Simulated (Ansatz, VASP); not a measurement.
**Two plane-wave programs on V3Si**

INCAR

```
SYSTEM = V3Si
ALGO     = Normal         ! electronic algorithm
EDIFF    = 1E-7           ! SCF threshold, eV
ENCUT    = 520            ! plane-wave cutoff, eV
GGA      = PE             ! functional
ISIF     = 2              ! what is computed and relaxed
ISMEAR   = -1             ! smearing method
ISPIN    = 2              ! spin polarisation
LASPH    = .TRUE.         ! aspherical terms in the spheres
LCHARG   = .FALSE.        ! write CHGCAR
LMAXMIX  = 4              ! l up to which the mixer works
LORBIT   = 11             ! projections on sites
LREAL    = .FALSE.        ! projectors in reciprocal space
LWAVE    = .FALSE.        ! write WAVECAR
MAGMOM   = 0 0 3 3 3 3 3 3 ! initial moments
NBANDS   = 57             ! bands
NELM     = 150            ! most SCF steps
PREC     = Accurate       ! precision mode
SIGMA    = 0.05           ! smearing width, eV
```

File KPOINTS:

```
k-points
0
G
  5 5 5
  0 0 0
```

The input POSCAR:

```
V3Si
1.0
    4.7380000000      0.0000000000      0.0000000000
    0.0000000000      4.7380000000      0.0000000000
    0.0000000000      0.0000000000      4.7380000000
Si V
2 6
Direct
    0.0000000000      0.0000000000      0.0000000000
    0.5000000000      0.5000000000      0.5000000000
    0.2500000000      0.0000000000      0.5000000000
    0.5000000000      0.7500000000      0.0000000000
    0.7500000000      0.0000000000      0.5000000000
    0.5000000000      0.2500000000      0.0000000000
    0.0000000000      0.5000000000      0.7500000000
    0.0000000000      0.5000000000      0.2500000000
```

Input for Ansatz:

```yaml
crystal:
  lattice:
    - [4.738, 0.0, 0.0]
    - [0.0, 4.738, 0.0]
    - [0.0, 0.0, 4.738]
  atoms:
    - { symbol: Si, position: [0.0, 0.0, 0.0] }
    - { symbol: Si, position: [0.5, 0.5, 0.5] }
    - { symbol: V, position: [0.25, 0.0, 0.5], spin: 3.0 }
    - { symbol: V, position: [0.5, 0.75, 0.0], spin: 3.0 }
    - { symbol: V, position: [0.75, 0.0, 0.5], spin: 3.0 }
    - { symbol: V, position: [0.5, 0.25, 0.0], spin: 3.0 }
    - { symbol: V, position: [0.0, 0.5, 0.75], spin: 3.0 }
    - { symbol: V, position: [0.0, 0.5, 0.25], spin: 3.0 }
magnetization:
  spin_polarized: true
hamiltonian:
  xc: pbe
  pseudopotentials: { kind: paw }
basis:
  ecutwfc: 420
kpoints:
  mp_grid: { grid: [5, 5, 5] }
scf:
  occupations: { method: fermi_dirac, width: 0.05 }
  lower_state_search: "off"
output:
  forces: true
  stress: true
```

Change from the starting cell: parallel moments scaled by 1.5, plain SCF.

Alike in both runs: task single point; functional PBE; k mesh 5 × 5 × 5; occupations fermi-dirac, width 0.05 eV; collinear spin.

|  | VASP | Ansatz |
| --- | --- | --- |
| version | VASP 6.6.1 | Ansatz 0.2.0 |
| potentials or method | VASP PAW PBE potentials, release 64 (Si, V_sv) | PAW, plane waves, scalar-relativistic |
| plane-wave cutoff (eV) | 520 | 420 |
| valence electrons in the cell | 86 | 86 |

```tsv
	VASP	Ansatz	Ansatz less VASP
pressure (GPa)	-4.0	-4.2	-0.20
net moment per atom (μB)	0.00	0.00	0.000
```

Ansatz warned: «seeded_moment_not_kept».
